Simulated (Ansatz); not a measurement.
**Density of states of Cs**

```cif
data_structure
_symmetry_space_group_name_H-M 'P 1'
_symmetry_Int_Tables_number 1
_cell_length_a 5.5039
_cell_length_b 5.5039
_cell_length_c 8.9080
_cell_angle_alpha 90.000
_cell_angle_beta 90.000
_cell_angle_gamma 120.000
_cell_volume 233.70
loop_
_atom_site_label
_atom_site_type_symbol
_atom_site_fract_x
_atom_site_fract_y
_atom_site_fract_z
_atom_site_occupancy
Cs1 Cs 0.33333 0.66667 0.25000 1
Cs2 Cs 0.66667 0.33333 0.75000 1
```

The runs use the primitive cell with vectors (5.504, 0.000, 0.000), (-2.752, 4.767, 0.000), (0.000, 0.000, 8.908) Å, to which the k mesh refers.

The cell was built from the hcp type and relaxed in the same program, and has space group P6_3/mmc; it needn't be a known or the stable phase.

Spin–orbit coupling is left out, though it moves levels of the heavy atoms by tenths of an eV or more.

These are results of DFT, PBE, all-electron LAPW, scalar-relativistic in Ansatz 0.2.0, not measurements.

Numerical set-up: a Γ-centred 12×12×6 k mesh, Fermi–Dirac smearing of 0.05 eV, basis error target 1 meV/atom, no spin polarisation.

States per eV and cell, averaged over 0.4 eV, from -1.8 to 0.4 eV, with energies (bin centres) from the Fermi level; empty bins are left out. 

| E (eV) | total |
| --- | --- |
| -1.7 | 0.08 |
| -1.3 | 0.61 |
| -0.9 | 1.04 |
| -0.5 | 1.52 |
| -0.1 | 2.40 |
| 0.3 | 2.85 |
